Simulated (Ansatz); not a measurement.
**MnO under changes of volume**

One of the cells (14.337 Å³/atom); the others are scaled copies at fixed shape and fractional positions:

```xyz
2
Lattice="2.9713 -1.7170 0.0000 2.9713 1.7170 0.0000 -1.9846 0.0000 2.8103" Properties=species:S:1:pos:R:3 pbc="T T T"
Mn    1.9788    0.0000    1.4070
O     3.9609    0.0000    0.7007
```

The cell comes from a database or a generator and needn't be the stable form of this composition.

| Item | Value |
| --- | --- |
| Program | Ansatz 0.2.0 |
| Functional | LDA |
| Potentials or basis | all-electron LAPW, scalar-relativistic |
| Cutoff | 365 eV (chosen from the basis error) |
| Basis error allowed | 0.001 eV/atom |
| k mesh | 9 × 9 × 9 |
| Occupations | fermi-dirac, width 0.05 eV |
| Spin | collinear spin, ferromagnetic start |
| Starting moments | [4.0, 0.0] μB |

```csv
volume (Å³/atom),energy over the lowest point (meV/atom),pressure (GPa),moment (μB per cell),largest force (eV/Å)
13.477,0.00,-9.5,4.80,0.002
13.764,17.33,-10.5,4.88,0.002
14.050,?,?,?,?
14.337,58.07,-12.9,4.97,0.003
14.624,81.91,-14.2,4.99,0.004
14.911,108.37,-15.5,5.00,0.005
15.197,137.23,-16.8,5.00,0.005
```

Q: What does the run at 14.050 Å³/atom give?

A: Energy over the lowest point 36.66 meV/atom; pressure -11.6 GPa; moment 4.94 μB per cell; largest force 0.002 eV/Å.

Worked out: A Birch-Murnaghan fit of order 3 (a polynomial in V^(-2/3)) to the other rows has no minimum within the range. It gives 36.56 meV/atom at 14.050 Å³/atom, against the run's 36.66, and -dE/dV = -11.4 GPa, against -11.6. A parabola through the other rows of the moment, of slope 0.165 μB per Å³/atom there, gives 4.93 μB, against the run's 4.94.

Energies are extrapolated to zero smearing.

Caveats: a cell with one magnetic atom can't hold antiferromagnetic order, which such compounds often take.
